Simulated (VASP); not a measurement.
Sb, 1 atom in the cell. The structure is tetragonal, space group I4/mmm (No. 139). Conventional cell: a = 3.353 Å, b = 3.353 Å, c = 4.505 Å, α = 90.00°, β = 90.00°, γ = 90.00°. Sb (site symmetry 4/mmm) has 12 Sb at 3.27 to 3.35 Å as nearest neighbours. This isn't the form of Sb at room conditions, which is rhombohedral. The cell isn't the ideal one: strain -0.0500 x Voigt [1, 0, 0, 0, 0, 0], atoms carried along.

- Program: VASP 6.6.1
- Task: single point
- Functional: PBEsol
- Potentials or basis: VASP PAW PBE potentials, release 64 (Sb)
- Cutoff: 520 eV
- k mesh: 18 × 18 × 18
- Occupations: gaussian, width 0.15 eV
- Spin: no spin polarisation
- Dipole correction: no
- Further INCAR settings: ALGO = Normal; EDIFF = 1e-07; NBANDS = 8

Potentials or basis: VASP PAW PBE potentials, release 64 (Sb).

Command:

```console
$ cat potpaw_PBE.64/Sb/POTCAR > POTCAR
$ mpirun -np 1 vasp_std > vasp.out
```

Hardware: 1 thread of AMD EPYC 7R13 Processor (Zen 3) (shared host).

Q: Estimate the wall time of this run.

A: Wall time 47 s on 1 thread of AMD EPYC 7R13 Processor (Zen 3), with other jobs on the host, peak memory 0.19 GiB. Counts: scf iterations 9, k points 480.
